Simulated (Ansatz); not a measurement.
TaN, DFT, PBEsol, all-electron LAPW, scalar-relativistic (Ansatz 0.2.0), run on 1 thread of Intel(R) Xeon(R) Platinum 8375C CPU @ 2.90GHz (Ice Lake) on a shared host.

The geometry is COD entry 9008876, unchecked; take it as a test cell. The listed cell was then made from it by scaling, straining or moving an atom.

Command: `ansatz run input.yaml --threads 1 --pin off --max-ram 6144MiB --backend cpu --events-out ev --progress --plain --runs-dir out`

```yaml
crystal:
  lattice:
    - [3.0805011014, 0.0, 0.0]
    - [-1.5402505508, 2.6677922103, 0.0]
    - [0.0, 0.0, 4.94]
  atoms:
    - { symbol: Ta, position: [0.3333333333, 0.6666666667, 0.0] }
    - { symbol: Ta, position: [0.6666666667, 0.3333333333, 0.5] }
    - { symbol: "N", position: [0.3333333333, 0.6666666667, 0.385] }
    - { symbol: "N", position: [0.6666666667, 0.3333333333, 0.885] }
kpoints:
  mp_grid: { grid: [9, 9, 5] }
  band_path:
    path:
      - [0.0, 0.0, 0.0]
      - [0.5, 0.0, 0.0]
      - [0.3333333333, 0.3333333333, 0.0]
      - [0.0, 0.0, 0.0]
      - [0.0, 0.0, 0.5]
      - [0.5, 0.0, 0.5]
      - [0.3333333333, 0.3333333333, 0.5]
      - [0.0, 0.0, 0.5]
      - [0.5, 0.0, 0.5]
    npoints: 5
scf:
  occupations: { method: fermi_dirac, width: 0.01 }
hamiltonian:
  xc: pbesol
  pseudopotentials: { kind: all_electron, lapw: { basis_error: 0.001 } }
output:
  forces: true
  stress: true
  eigenvalues: true
```

Q: How large is the problem that the program sets up?

A: 36 irreducible k-points, 1087 plane waves at Γ, 63 bands.

Q: Estimate the wall time and the peak memory.

A: 96 s of wall time for 11 SCF iterations, with a peak of 0.58 GiB. Times on shared machines scatter by tens of per cent.
